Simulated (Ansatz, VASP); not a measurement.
**One calculation of C, two programs**

```xyz
2
Lattice="0.0000 1.8337 1.6870 1.8337 0.0000 1.6870 1.8337 1.8337 0.0000" Properties=species:S:1:pos:R:3 pbc="T T T"
C     1.8337    1.8337    1.6870
C     2.7505    2.7505    2.5305
```

Alike in both runs: task single point; functional PBEsol; k mesh 12 × 12 × 12; occupations gaussian, width 0.05 eV; no spin polarisation.

|  | VASP | Ansatz |
| --- | --- | --- |
| version | VASP 6.6.1 | Ansatz 0.2.0 |
| potentials or method | VASP PAW PBE potentials, release 64 (C) | scalar-relativistic, plane waves, PAW |
| plane-wave cutoff (eV) | 520 | 420 |
| valence electrons in the cell | 8 | 8 |

VASP gave:

| Quantity | Value |
| --- | --- |
| gap on the k mesh at the Fermi level (eV) | 1.99 |
| least direct gap on the mesh (eV) | 4.17 |
| pressure (GPa) | -3.7 |
| largest component of the traceless stress (GPa) | 46.57 |

**Question.** What did Ansatz give for the same quantities?

**Answer.** gap on the k mesh at the Fermi level (eV): 2.00; least direct gap on the mesh (eV): 4.17; pressure (GPa): -4.7; largest component of the traceless stress (GPa): 46.62.

Caveats: the PAW data sets were made with another functional, which shifts forces and pressure a little (VASP).
